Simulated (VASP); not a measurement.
A run of VASP 6.6.1 is set up as follows.

The input INCAR:

```
ALGO = Normal ; EDIFF = 1E-7
ENCUT = 520 ; GGA = PS
ISIF = 2 ; ISMEAR = 0
LASPH = True ; LCHARG = False
LREAL = False ; LWAVE = False
NBANDS = 16 ; NELM = 100
PREC = Accurate ; SIGMA = 0.1
```

Contents of KPOINTS:

```
k-points
0
Gamma
  18 18 14
```

File POSCAR:

```
WC
1.0
    2.8928731172      0.0000000000      0.0000000000
   -1.4464365586      2.5053016095      0.0000000000
    0.0000000000      0.0000000000      2.9064297300
W C
1 1
Direct
    0.0000000000      0.0000000000      0.0000000000
    0.6666666667      0.3333333333      0.5000000000
```

Potentials or basis: VASP PAW PBE potentials, release 64 (W_sv, C).

Command:

```console
$ cat potpaw_PBE.64/W_sv/POTCAR potpaw_PBE.64/C/POTCAR > POTCAR
$ mpirun -np 1 vasp_std > vasp.out
```

(1) What does it give for the pressure?

(2) Predict the band gap on the k mesh.

## Answers

(1) -9.0 GPa.

(2) none (metal or under the smearing width).

Caveat: the PAW data sets were made with another functional, which shifts forces and pressure a little.
